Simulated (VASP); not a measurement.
# InP under changes of volume

One of the cells (21.652 Å³/atom); the others are scaled copies at fixed shape and fractional positions:

```
In P
1.0
     0.00000    2.78717    2.78717
     2.78717    0.00000    2.78717
     2.78717    2.78717    0.00000
In P
1 1
Cartesian
  0.0000 0.0000 0.0000
  2.7872 2.7872 2.7872
```

Measurements of this composition are mostly on another form, of space group No. 216.

* Program: VASP 6.6.1
* Functional: r2SCAN
* Potentials or basis: VASP PAW PBE potentials, release 64 (In_d, P)
* Cutoff: 520 eV
* k mesh: 8 × 8 × 8
* Occupations: fermi-dirac, width 0.05 eV
* Spin: no spin polarisation

```csv
volume (Å³/atom),energy over the lowest point (meV/atom),pressure (GPa)
19.953,7.90,3.5
20.378,1.39,1.5
20.803,0.00,-0.3
21.652,10.30,-3.4
22.076,21.04,-4.7
22.501,?,?
```

Question: What does the run at 22.501 Å³/atom give?

Answer: Energy over the lowest point 34.93 meV/atom; pressure -5.9 GPa.

Worked out: A Birch-Murnaghan fit of order 3 (a polynomial in V^(-2/3)) to the other rows has its minimum at 20.71 Å³/atom with B0 = V·E''(V) = 85 GPa and B' = 4.7. It gives 34.99 meV/atom at 22.501 Å³/atom, against the run's 34.93, and -dE/dV = -5.8 GPa, against -5.9.

Energies are extrapolated to zero smearing.

Caveats: the PAW data sets were made with another functional, which shifts forces and pressure a little.
